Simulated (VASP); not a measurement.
# Si (Fd-3m) in VASP: single point with LDA

Aim: the single point of Si with LDA.

All numbers are computed with VASP 6.6.1; they aren't measurements. Logs are shortened: lines on timing, memory, paths and dates and some standing lists are left out, and cuts for length are marked.

## 1. The crystal as given

The structure is cubic, space group Fd-3m (No. 227). The conventional cell has a = 5.431 Å, b = 5.431 Å, c = 5.431 Å, α = 90.00°, β = 90.00°, γ = 90.00°. Si (site symmetry -43m) has 4 Si at 2.35 Å as nearest neighbours.

## 2. Single point, LDA

Contents of INCAR:

```
PREC     = Accurate       # precision mode
ENCUT    = 520            # plane-wave cutoff, eV
EDIFF    = 1E-6           # SCF threshold, eV
ISMEAR   = 0              # smearing method
SIGMA    = 0.1            # smearing width, eV
LREAL    = F              # projectors in reciprocal space
LASPH    = T              # aspherical terms in the spheres
NELM     = 60             # most SCF steps
ALGO     = Normal         # electronic algorithm
ISIF     = 2              # what is computed and relaxed
LWAVE    = F              # write WAVECAR
LCHARG   = F              # write CHGCAR
NBANDS   = 11             # bands
```

Contents of KPOINTS:

```
Automatic mesh
0
Gamma
  6 6 6
```

Contents of POSCAR:

```
Si
1.0
    0.0000000000      2.7154700000      2.7154700000
    2.7154700000      0.0000000000      2.7154700000
    2.7154700000      2.7154700000      0.0000000000
Si
2
Direct
    0.5000000000      0.5000000000      0.5000000000
    0.7500000000      0.7500000000      0.7500000000
```

Potentials or basis: VASP PAW LDA potentials, release 64 (Si).

On the command line:

```bash
$ cat potpaw_LDA.64/Si/POTCAR > POTCAR
$ mpirun -np 1 vasp_std > vasp.out
```

OUTCAR:

```text
PREC = Accurate
   ENCUT = 520
   EDIFF = 1E-6
   ISMEAR = 0
   LREAL = F
   LASPH = T
   NELM = 60
   ISIF = 2

 ion  position               nearest neighbor table
   1  0.500  0.500  0.500-   2 2.35   2 2.35   2 2.35   2 2.35
   2  0.750  0.750  0.750-   1 2.35   1 2.35   1 2.35   1 2.35

  LATTYP: Found a face centered cubic cell.
 ALAT       =     5.4309400000

  Lattice vectors:

 A1 = (   0.0000000000,   2.7154700000,   2.7154700000)
 A2 = (   2.7154700000,   0.0000000000,   2.7154700000)
 A3 = (   2.7154700000,   2.7154700000,   0.0000000000)

Analysis of symmetry for initial positions (statically):
=====================================================================
 Subroutine PRICEL returns:
 Original cell was already a primitive cell.

 Routine SETGRP: Setting up the symmetry group for a
 face centered cubic supercell.

 Subroutine GETGRP returns: Found 48 space group operations
 (whereof 24 operations were pure point group operations)
 out of a pool of 48 trial point group operations.

The static configuration has the point symmetry T_d .
 The point group associated with its full space group is O_h .

Analysis of symmetry for dynamics (positions and initial velocities):
=====================================================================
 Subroutine PRICEL returns:
 Original cell was already a primitive cell.

 Routine SETGRP: Setting up the symmetry group for a
 face centered cubic supercell.

 Subroutine GETGRP returns: Found 48 space group operations
 (whereof 24 operations were pure point group operations)
 out of a pool of 48 trial point group operations.

The dynamic configuration has the point symmetry T_d .
 The point group associated with its full space group is O_h .

 Subroutine INISYM returns: Found 48 space group operations
 (whereof 24 operations are pure point group operations),
 and found     1 'primitive' translations

----------------------------------------------------------------------------------------

                                     Primitive cell

  volume of cell :      40.0465

  direct lattice vectors                    reciprocal lattice vectors
     0.000000000  2.715470000  2.715470000    -0.184130187  0.184130187  0.184130187
     2.715470000  0.000000000  2.715470000     0.184130187 -0.184130187  0.184130187
     2.715470000  2.715470000  0.000000000     0.184130187  0.184130187 -0.184130187

  length of vectors
     3.840254502  3.840254502  3.840254502     0.318922840  0.318922840  0.318922840

  position of ions in fractional coordinates (direct lattice)
     0.500000000  0.500000000  0.500000000
     0.750000000  0.750000000  0.750000000

  ion indices of the primitive-cell ions
   primitive index   ion index
                 1           1
                 2           2

----------------------------------------------------------------------------------------

 KPOINTS: Automatic mesh

Automatic generation of k-mesh.
 Grid dimensions read from file:
 generate k-points for:    6    6    6

 Generating k-lattice:

  Cartesian coordinates                     Fractional coordinates (reciprocal lattice)
    -0.030688365  0.030688365  0.030688365     0.166666667  0.000000000  0.000000000
     0.030688365 -0.030688365  0.030688365     0.000000000  0.166666667  0.000000000
     0.030688365  0.030688365 -0.030688365     0.000000000  0.000000000  0.166666667

  Length of vectors
     0.053153807  0.053153807  0.053153807

  Shift w.r.t. Gamma in fractional coordinates (k-lattice)
     0.000000000  0.000000000  0.000000000

 Subroutine IBZKPT returns following result:
 ===========================================

 Found     16 irreducible k-points:

 Following reciprocal coordinates:
            Coordinates               Weight
  0.000000  0.000000  0.000000      1.000000
  0.166667  0.000000  0.000000      8.000000
  0.333333  0.000000  0.000000      8.000000
  0.500000  0.000000  0.000000      4.000000
  0.166667  0.166667  0.000000      6.000000
  0.333333  0.166667  0.000000     24.000000
[... 8 lines left out ...]
 -0.333333  0.333333  0.166667     24.000000
 -0.333333  0.500000  0.166667     12.000000
   k-points           NKPTS =     16   k-points in BZ     NKDIM =     16   number of bands    NBANDS=     11
   number of dos      NEDOS =    301   number of ions     NIONS =      2
   total plane-waves  NPLWV =  27000
   dimension x,y,z NGX =    30 NGY =   30 NGZ =   30
   dimension x,y,z NGXF=    60 NGYF=   60 NGZF=   60
   ions per type =               2
   NGX,Y,Z   is equivalent  to a cutoff of  12.99, 12.99, 12.99 a.u.
   NGXF,Y,Z  is equivalent  to a cutoff of  25.97, 25.97, 25.97 a.u.
 SYSTEM =  unknown system
   PREC   = accura    normal or accurate (medium, high low for compatibility)
   ISTART =      0    job   : 0-new  1-cont  2-samecut
   ICHARG =      2    charge: 1-file 2-atom 10-const
   ISPIN  =      1    spin polarized calculation?
   LNONCOLLINEAR =      F non collinear calculations
   LSORBIT =      F    spin-orbit coupling
   LASPH  =      T    aspherical Exc in radial PAW
   ENCUT  =  520.0 eV  38.22 Ry    6.18 a.u.   7.14  7.14  7.14*2*pi/ulx,y,z
   NELM   =     60;   NELMIN=  2; NELMDL= -5     # of ELM steps
   EDIFF  = 0.1E-05   stopping-criterion for ELM
   LREAL  =      F    real-space projection
   EDIFFG = 0.1E-04   stopping-criterion for IOM
   NSW    =      0    number of steps for IOM
   IBRION =     -1    ionic relax: 0-MD 1-quasi-New 2-CG
   NFREE  =      0    steps in history (QN), initial steepest desc. (CG)
   ISIF   =      2    stress and relaxation
   ISYM   =      2    0-nonsym 1-usesym 2-fastsym
   POTIM  = 0.5000    time-step for ionic-motion
   TEBEG  =    0.0;   TEEND  =   0.0 temperature during run
   PSTRESS=    0.0 pullay stress
   NELECT =       8.0000    total number of electrons
   NUPDOWN=      -1.0000    fix difference up-down
   EMIN   =  10.00;   EMAX   =-10.00  energy-range for DOS
   EFERMI =   0.00;   METHOD = LEGACY
   ISMEAR =     0;   SIGMA  =   0.10  broadening in eV -4-tet -1-fermi 0-gaus
   EFERMI_NEDOS =   21; number of points for ismear=-14 and -15
   IALGO  =     38    algorithm
   IMIX   =      4    mixing-type and parameters
     AMIX     =   0.40;   BMIX     =  1.00
     AMIX_MAG =   1.60;   BMIX_MAG =  1.00
  volume/ion in A,a.u.               =      20.02       135.12
  Fermi-wavevector in a.u.,A,eV,Ry     =   0.957010  1.808487 12.461143  0.915868
  Thomas-Fermi vector in A             =   2.085990
   LORBIT       =      0    0 simple, 1 ext, 2 COOP (PROOUT), +10 PAW based schemes
   GGA     = CA    functional components
   LHFCALC =     F    Hartree Fock is set to
   AEXX    =    0.0000 exact exchange contribution
   IVDW    =     0    specifies the selected vdW correction
   LEPSILON=     F    determine dielectric tensor
   LRPA    =     F    only Hartree local field effects (RPA)
 non-spin polarized calculation
 Gauss-broadening in eV      SIGMA  =   0.10
  energy-cutoff  :      520.00
  volume of cell :       40.05
 maximum number of plane-waves:      1090
 NGX is ok and might be reduce to    30
   NGX = 15   NGY = 15   NGZ = 15

 number of electron       8.0000000 magnetization

 Free energy of the ion-electron system (eV)
  ---------------------------------------------------
  ext. energy  EPLUGINS =         0.00000000
  ---------------------------------------------------
  free energy    TOTEN  =       -11.89122587 eV

  energy without entropy =      -11.89122556  energy(sigma->0) =      -11.89122571

 E-fermi :   6.0695     XC(G=0):  -9.6023

 val. band max:        5.7770096749   @ k =   0.0000   0.0000   0.0000
 cond. band min:       6.3754383568   @ k =   0.5000   0.5000   0.0000
 fundamental gap:      0.5984286819
 Fermi energy:         6.0694720604

 k-point     1 :       0.0000    0.0000    0.0000
  band No.  band energies     occupation
      1      -6.1817      2.00000
      2       5.7770      1.99996
      3       5.7770      1.99996
      4       5.7770      1.99996
      5       8.2970      0.00000
      6       8.2970      0.00000
      7       8.2970      0.00000
      8       8.9842      0.00000
      9      13.4473      0.00000
     10      13.5001      0.00000
     11      13.5001      0.00000

 k-point     2 :       0.1667    0.0000    0.0000
  band No.  band energies     occupation
      1      -5.8203      2.00000
      2       3.3801      2.00000
      3       5.3258      2.00000
      4       5.3258      2.00000
      5       8.0349      0.00000
      6       8.9435      0.00000
      7       8.9435      0.00000
      8      11.0934      0.00000
      9      12.8340      0.00000
     10      12.8340      0.00000
     11      14.6118      0.00000

 k-point     3 :       0.3333    0.0000    0.0000
  band No.  band energies     occupation
      1      -4.8032      2.00000
      2       0.4250      2.00000
      3       4.7780      2.00000
      4       4.7780      2.00000
      5       7.4308      0.00000
      6       9.2338      0.00000
      7       9.2338      0.00000
      8      13.4498      0.00000
      9      13.7174      0.00000
     10      13.7174      0.00000
     11      14.6863      0.00000
[... 155 lines left out ...]
 k-point    15 :      -0.3333    0.3333    0.1667
  band No.  band energies     occupation
      1      -2.9016      2.00000
      2      -1.0707      2.00000
      3       1.7381      2.00000
      4       2.9983      2.00000
      5       9.0420      0.00000
      6       9.2519      0.00000
      7      11.7844      0.00000
      8      12.2065      0.00000
      9      13.2528      0.00000
     10      16.7847      0.00000
     11      17.6207      0.00000

 k-point    16 :      -0.3333    0.5000    0.1667
  band No.  band energies     occupation
      1      -1.9151      2.00000
      2      -1.9151      2.00000
      3       2.1067      2.00000
      4       2.1067      2.00000
      5       8.4338      0.00000
      6       8.4338      0.00000
      7      12.4518      0.00000
      8      12.4518      0.00000
      9      16.2507      0.00000
     10      16.2507      0.00000
     11      18.6293      0.00000

------------------------ aborting loop because EDIFF is reached ----------------------------------------

  FORCE on cell =-STRESS in cart. coord.  units (eV):
  Direction    XX          YY          ZZ          XY          YZ          ZX
  --------------------------------------------------------------------------------------
  -------------------------------------------------------------------------------------
  Total       -0.3475717     -0.3475717     -0.3475717     -0.0000000      0.0000000      0.0000000
  in kB      -13.9056091    -13.9056091    -13.9056091     -0.0000000      0.0000000      0.0000000
  external PRESSURE =     -13.9056091 kB  Pullay stress =       0.0000000 kB

 VOLUME and BASIS-vectors are now :
 -----------------------------------------------------------------------------
  energy-cutoff  :      520.00
  volume of cell :       40.05
      direct lattice vectors                 reciprocal lattice vectors
     0.000000000  2.715470000  2.715470000    -0.184130187  0.184130187  0.184130187
     2.715470000  0.000000000  2.715470000     0.184130187 -0.184130187  0.184130187
     2.715470000  2.715470000  0.000000000     0.184130187  0.184130187 -0.184130187

 POSITION                                       TOTAL-FORCE (eV/Angst)
 -----------------------------------------------------------------------------------
      2.71547      2.71547      2.71547         0.000000      0.000000      0.000000
      4.07320      4.07320      4.07320        -0.000000     -0.000000     -0.000000
 -----------------------------------------------------------------------------------
    total drift:                                0.000000     -0.000000     -0.000000

  FREE ENERGIE OF THE ION-ELECTRON SYSTEM (eV)
  ---------------------------------------------------
  free  energy   TOTEN  =       -11.8912258668 eV

  energy  without entropy=      -11.8912255563  energy(sigma->0) =      -11.89122571
```

Run time: 4 s. Hardware: 1 thread of AMD EPYC 9R45 (Zen 5), shared host; peak memory 0.1 GiB.

What came out:

```
Free energy            : -11.8912 eV
Pressure               : -1.4 GPa
Band gap on the k mesh : 0.60 eV, indirect (least direct gap 2.52 eV)
```

Levels at points of the mesh, in eV from the valence-band top:
```
           k point  band 2  band 3  band 4  band 5  band 6  band 7
(0.00, 0.00, 0.00)    0.00    0.00    0.00    2.52    2.52    2.52
(0.50, 0.00, 0.00)   -6.99   -1.20   -1.20    1.43    3.29    3.29
(0.50, 0.50, 0.00)   -7.81   -2.85   -2.85    0.60    0.60    9.97
```
